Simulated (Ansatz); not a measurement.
The system is ZrC.

```xyz
4
Lattice="3.3915 0.0000 0.0000 -1.6957 2.9371 0.0000 0.0000 0.0000 5.2901" Properties=species:S:1:pos:R:3 pbc="T T T"
Zr    1.6957    0.9790    3.9675
Zr    0.0000    1.9581    1.3225
C     0.0000    0.0000    2.6450
C     0.0000    0.0000    0.0000
```

The cell comes from a database or a generator and needn't be the stable form of this composition.

| Item | Value |
| --- | --- |
| Program | Ansatz 0.2.0 |
| Task | relaxation of cell and atoms |
| Functional | PBEsol |
| Potentials or basis | Ansatz PAW |
| Cutoff | 420 eV (not typed: the program's choice for these potentials) |
| k mesh | 9 × 9 × 5 |
| Occupations | fermi-dirac, width 0.05 eV |
| Spin | no spin polarisation |

At the start: volume 13.17 Å³/atom.

Q: Where does the relaxation end?

A: It ends after 8 steps and the volume is 12.71 Å³/atom (-3.5 %); space group P6_3/mmc (No. 194, to 0.05 Å).

Step by step:
```
step  energy change (eV)  largest force (eV/Å)  volume (Å³)
   1              0.0000                0.0000        52.69
   2             -0.0048                0.0000        49.09
   3             -0.0507                0.0000        50.95
   4             -0.0510                0.0000        50.86
   5             -0.0510                0.0000        50.85
   6             -0.0490                0.0000        50.85
   7             -0.0490                0.0000        50.84
   8             -0.0490                0.0000        50.84
```

Final structure:
```cif
data_structure
_symmetry_space_group_name_H-M 'P 1'
_symmetry_Int_Tables_number 1
_cell_length_a 3.3379
_cell_length_b 3.3379
_cell_length_c 5.2692
_cell_angle_alpha 90.000
_cell_angle_beta 90.000
_cell_angle_gamma 120.000
_cell_volume 50.84
loop_
_atom_site_label
_atom_site_type_symbol
_atom_site_fract_x
_atom_site_fract_y
_atom_site_fract_z
_atom_site_occupancy
Zr1 Zr 0.66667 0.33333 0.75000 1
Zr2 Zr 0.33333 0.66667 0.25000 1
C1 C 0.00000 0.00000 0.50000 1
C2 C 0.00000 0.00000 0.00000 1
```

Caveat: the plane-wave basis is chosen anew once the cell has moved, so the energies of steps on either side of that aren't comparable; the PAW data sets come from PBE, with cores solved anew for the run's functional, which leaves a small shift of forces and pressure.
